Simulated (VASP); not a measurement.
**SrO (strained rocksalt): a r²SCAN single-point calculation in VASP**

INCAR

```
ISMEAR = 0
ISIF = 2
METAGGA = R2SCAN
ENCUT = 520
IBRION = -1
LREAL = .FALSE.
EDIFF = 1E-7
NBANDS = 15
ALGO = Normal
LWAVE = .FALSE.
LCHARG = .FALSE.
NSW = 0
SIGMA = 0.01
LASPH = .TRUE.
PREC = Accurate
NELM = 120
```

KPOINTS

```
KPOINTS created by Atomic Simulation Environment
0
Gamma
8 8 8
0 0 0
```

KPOINTS_OPT

```
special points
7
Reciprocal
0.0000000000 0.0000000000 0.0000000000 1
0.5000000000 0.0000000000 0.5000000000 1
0.6250000000 0.2500000000 0.6250000000 1
0.3750000000 0.3750000000 0.7500000000 1
0.5000000000 0.5000000000 0.5000000000 1
0.5000000000 0.2500000000 0.7500000000 1
0.0000000000 0.5000000000 0.5000000000 1
```

POSCAR

```
Sr O
 1.0000000000000000
     0.0000000000000000    2.6314901723999999    2.6314901723999999
     2.6314901723999999    0.0000000000000000    2.6314901723999999
     2.6314901723999999    2.6314901723999999    0.0000000000000000
 Sr  O
   1   1
Cartesian
  0.0000000000000000  0.0000000000000000  0.0000000000000000
  2.6314901723999999  2.6314901723999999  2.6314901723999999
```

VASP ran with the recommended PBE PAW datasets (16 valence electrons in the cell).

Command

```
mpirun -np 1 vasp_std
```

OSZICAR

```
N       E                     dE             d eps       ncg     rms          rms(c)
DAV:   1     0.503237959196E+02    0.50324E+02   -0.87171E+03   878   0.107E+03
DAV:   2    -0.312016594791E+02   -0.81525E+02   -0.73226E+02  1216   0.221E+02
DAV:   3    -0.346058460509E+02   -0.34042E+01   -0.33793E+01  1149   0.417E+01
DAV:   4    -0.346710101028E+02   -0.65164E-01   -0.65157E-01  1026   0.589E+00
DAV:   5    -0.346725604232E+02   -0.15503E-02   -0.15503E-02  1076   0.791E-01    0.140E+01
DAV:   6    -0.268759437282E+02    0.77966E+01   -0.46566E+00  1206   0.164E+01    0.133E+01
DAV:   7    -0.270102039145E+02   -0.13426E+00   -0.16477E-01   877   0.363E+00    0.760E+00
DAV:   8    -0.270311074480E+02   -0.20904E-01   -0.94492E-02   884   0.320E+00    0.707E-01
DAV:   9    -0.270296242845E+02    0.14832E-02   -0.15654E-02  1101   0.117E+00    0.239E-01
DAV:  10    -0.270295435244E+02    0.80760E-04   -0.19203E-03   940   0.438E-01    0.119E-01
DAV:  11    -0.270297058509E+02   -0.16233E-03   -0.44453E-04   870   0.193E-01    0.597E-02
DAV:  12    -0.270297127157E+02   -0.68648E-05   -0.33916E-05  1129   0.443E-02    0.224E-02
DAV:  13    -0.270297080817E+02    0.46340E-05   -0.80100E-06  1052   0.265E-02    0.112E-02
DAV:  14    -0.270297071609E+02    0.92076E-06   -0.14467E-06  1094   0.102E-02    0.231E-03
DAV:  15    -0.270297068789E+02    0.28205E-06   -0.20443E-07   970   0.377E-03    0.222E-03
DAV:  16    -0.270297067840E+02    0.94842E-07   -0.15367E-08   456   0.132E-03
   1 F= -.27029707E+02 E0= -.27029707E+02  d E =-.651426-138
       N       E                     dE             ncg
DAV:   1    -0.144401647566E+03   -0.44484E+04      210
DAV:   2    -0.702394638863E+03   -0.55799E+03      287
DAV:   3    -0.725830910636E+03   -0.23436E+02      334
DAV:   4    -0.726231501398E+03   -0.40059E+00      232
DAV:   5    -0.726242592748E+03   -0.11091E-01      288
DAV:   6    -0.726243057477E+03   -0.46473E-03      231
DAV:   7    -0.726243076624E+03   -0.19147E-04      243
DAV:   8    -0.726243077371E+03   -0.74766E-06      191
DAV:   9    -0.726243077398E+03   -0.26999E-07      176
```

From OUTCAR

```
k-points           NKPTS =     29   k-points in BZ     NKDIM =     29   number of bands    NBANDS=     15

   NELECT =      16.0000    total number of electrons

   dimension x,y,z NGX =    28 NGY =   28 NGZ =   28
   dimension x,y,z NGXF=    56 NGYF=   56 NGZF=   56

  energy-cutoff  :      520.00
  volume of cell :       36.44
      direct lattice vectors                 reciprocal lattice vectors
     0.000000000  2.631490172  2.631490172    -0.190006410  0.190006410  0.190006410
     2.631490172  0.000000000  2.631490172     0.190006410 -0.190006410  0.190006410
     2.631490172  2.631490172  0.000000000     0.190006410  0.190006410 -0.190006410

 k-points in reciprocal lattice and weights: KPOINTS created by Atomic Simulation Env
   0.00000000  0.00000000  0.00000000       0.002
   0.12500000  0.00000000  0.00000000       0.016
   0.25000000  0.00000000  0.00000000       0.016
   0.37500000  0.00000000  0.00000000       0.016
   0.50000000  0.00000000  0.00000000       0.008
   0.12500000  0.12500000  0.00000000       0.012
   0.25000000  0.12500000  0.00000000       0.047
   0.37500000  0.12500000  0.00000000       0.047
   ...

 E-fermi :   1.2076

 k-point     1 :       0.0000    0.0000    0.0000
  band No.  band energies     occupation
      1     -32.7047      2.00000
      2     -14.9100      2.00000
      3     -13.7914      2.00000
      4     -13.7914      2.00000
      5     -13.7914      2.00000
      6       1.0321      2.00000
      7       1.0321      2.00000
      8       1.0321      2.00000
      9       5.1888      0.00000
     10       7.6436      0.00000
     11       7.6436      0.00000
     12       7.6436      0.00000
     13       9.8104      0.00000
     14       9.8104      0.00000
     15      13.9646      0.00000

 k-point     2 :       0.1250    0.0000    0.0000
  band No.  band energies     occupation
      1     -32.6900      2.00000
      2     -15.1960      2.00000
      3     -13.8011      2.00000
      4     -13.8011      2.00000
      5     -13.5434      2.00000
      6       0.6246      2.00000
      7       0.8624      2.00000
      8       0.8624      2.00000
      9       5.8471      0.00000
     10       7.4849      0.00000
     11       7.9318      0.00000
     12       7.9318      0.00000
     13      10.1778      0.00000
     14      10.1778      0.00000
     15      14.9120      0.00000

 k-point     3 :       0.2500    0.0000    0.0000
  band No.  band energies     occupation
      1     -32.6542      2.00000
      2     -15.6691      2.00000
      3     -13.8244      2.00000
      4     -13.8244      2.00000
      5     -13.1618      2.00000
      6      -0.1320      2.00000
      7       0.4903      2.00000
      8       0.4903      2.00000
      9       7.2428      0.00000
     10       7.4699      0.00000
     11       8.7117      0.00000
     12       8.7117      0.00000
     13      11.1073      0.00000
     14      11.1073      0.00000
     15      16.7521      0.00000

 k-point     4 :       0.3750    0.0000    0.0000
  band No.  band energies     occupation
      1     -32.6181      2.00000
      2     -16.0284      2.00000
      3     -13.8474      2.00000
      4     -13.8474      2.00000
      5     -12.8945      2.00000
      6      -0.7337      2.00000
      7       0.1593      2.00000
      8       0.1593      2.00000
      9       7.6321      0.00000
     10       8.8388      0.00000
     11       9.6547      0.00000
     12       9.6547      0.00000
     13      12.2734      0.00000
     14      12.2734      0.00000
     15      16.4902      0.00000

 k-point     5 :       0.5000    0.0000    0.0000
  band No.  band energies     occupation
      1     -32.6030      2.00000
      2     -16.1598      2.00000
      3     -13.8568      2.00000
      4     -13.8568      2.00000
      5     -12.8010      2.00000
      6      -0.9566      2.00000
      7       0.0318      2.00000
      8       0.0318      2.00000
      9       7.8344      0.00000
     10       9.5392      0.00000
     11      10.1078      0.00000
     12      10.1078      0.00000
     13      13.0398      0.00000
     14      13.0398      0.00000
     15      15.7958      0.00000

 k-point     6 :       0.1250    0.1250    0.0000
  band No.  band energies     occupation
      1     -32.6852      2.00000
      2     -15.2247      2.00000
      3     -13.8339      2.00000
      4     -13.8339      2.00000
      5     -13.4849      2.00000
      6       0.3576      2.00000
      7       0.9647      2.00000
      8       0.9647      2.00000
      9       5.9286      0.00000
     10       6.9887      0.00000
     11       8.2573      0.00000
     12       8.2573      0.00000
     13      10.0110      0.00000
     14      10.5352      0.00000
     15      15.1982      0.00000

 k-point     7 :       0.2500    0.1250    0.0000
  band No.  band energies     occupation
      1     -32.6567      2.00000
      2     -15.5321      2.00000
      3     -13.8734      2.00000
      4     -13.8575      2.00000
      5     -13.2669      2.00000
      6      -0.1071      2.00000
      7       0.6854      2.00000
      8       0.7718      2.00000
      9       6.7053      0.00000
     10       6.9229      0.00000
     11       8.9101      0.00000
     12       9.0331      0.00000
     13      10.5630      0.00000
     14      11.3006      0.00000
     15      16.7957      0.00000

 k-point     8 :       0.3750    0.1250    0.0000
  band No.  band energies     occupation
      1     -32.6208      2.00000
      2     -15.8616      2.00000
      3     -13.8966      2.00000
      4     -13.8918      2.00000
      5     -13.0616      2.00000
      6      -0.4813      2.00000
      7       0.2694      2.00000
      8       0.4320      2.00000
      9       7.0094      0.00000
     10       8.2070      0.00000
     11       9.7339      0.00000
     12       9.9134      0.00000
     13      11.6986      0.00000
     14      12.1732      0.00000
     15      16.7608      0.00000

 k-point     9 :       0.5000    0.1250    0.0000
  band No.  band energies     occupation
      1     -32.5987      2.00000
      2     -16.0455      2.00000
      3     -13.9401      2.00000
      4     -13.8902      2.00000
      5     -12.9388      2.00000
      6      -0.7164      2.00000
      7       0.1099      2.00000
      8       0.1558      2.00000
      9       7.6456      0.00000
     10       8.7184      0.00000
     11      10.3162      0.00000
     12      10.5435      0.00000
     13      12.8101      0.00000
     14      13.0852      0.00000
     15      15.2939      0.00000

 k-point    10 :      -0.3750    0.1250    0.0000
  band No.  band energies     occupation
      1     -32.6037      2.00000
      2     -16.0190      2.00000
      3     -13.9688      2.00000
      4     -13.8579      2.00000
      5     -12.9317      2.00000
      6      -0.7125      2.00000
      7       0.0763      2.00000
      8       0.2677      2.00000
      9       7.7067      0.00000
     10       8.6316      0.00000
     11       9.8509      0.00000
     12      10.3500      0.00000
     13      12.6674      0.00000
     14      12.9627      0.00000
     15      15.5283      0.00000

 k-point    11 :      -0.2500    0.1250    0.0000
  band No.  band energies     occupation
      1     -32.6326      2.00000
      2     -15.7958      2.00000
      3     -13.9503      2.00000
      4     -13.8184      2.00000
      5     -13.0582      2.00000
      6      -0.4112      2.00000
      7       0.2275      2.00000
      8       0.6037      2.00000
      9       7.2774      0.00000
     10       7.8301      0.00000
     11       8.9077      0.00000
     12       9.6634      0.00000
     13      11.5624      0.00000
     14      11.8584      0.00000
     15      17.1718      0.00000

 k-point    12 :      -0.1250    0.1250    0.0000
  band No.  band energies     occupation
      1     -32.6683      2.00000
      2     -15.4640      2.00000
      3     -13.8807      2.00000
      4     -13.7947      2.00000
      5     -13.3032      2.00000
      6       0.1161      2.00000
      7       0.5451      2.00000
      8       0.8767      2.00000
      9       6.6192      0.00000
     10       7.2045      0.00000
     11       8.1657      0.00000
     12       8.7802      0.00000
     13      10.5111      0.00000
     14      10.9150      0.00000
     15      16.1729      0.00000

 k-point    13 :       0.2500    0.2500    0.0000
  band No.  band energies     occupation
      1     -32.6385      2.00000
      2     -15.4929      2.00000
      3     -13.9358      2.00000
      4     -13.9358      2.00000
      5     -13.3781      2.00000
      6      -0.2086      2.00000
      7       0.8816      2.00000
      8       0.8816      2.00000
      9       5.8821      0.00000
     10       7.1715      0.00000
     11       9.7755      0.00000
     12       9.7755      0.00000
     13      10.5468      0.00000
     14      11.6296      0.00000
     15      17.9421      0.00000

 ...

  Total       -1.0156005     -1.0156005     -1.0156005      0.0000000      0.0000000      0.0000000
  in kB      -44.6476141    -44.6476141    -44.6476141      0.0000000      0.0000000      0.0000000
  external PRESSURE =     -44.6476141 kB  Pullay stress =       0.0000000 kB

 POSITION                                       TOTAL-FORCE (eV/Angst)
 -----------------------------------------------------------------------------------
      0.00000      0.00000      0.00000         0.000000      0.000000     -0.000000
      2.63149      2.63149      2.63149        -0.000000     -0.000000      0.000000
 -----------------------------------------------------------------------------------
    total drift:                                0.000000      0.000000      0.000000

  FREE ENERGIE OF THE ION-ELECTRON SYSTEM (eV)
  ---------------------------------------------------
  free  energy   TOTEN  =       -27.0297067840 eV

  energy  without entropy=      -27.0297067840  energy(sigma->0) =      -27.02970678
```

| Property | Result |
| --- | --- |
| gap between bands v and c | 3.77 eV |
| least direct gap | 3.89 eV |
| pressure | -4.5 GPa |

Band v is the last that the valence electrons fill when counted band by band, and c is the next.

The run took about 55 s on one core of a shared host (Intel Xeon Platinum 8488C) and held 0.18 GiB at most.
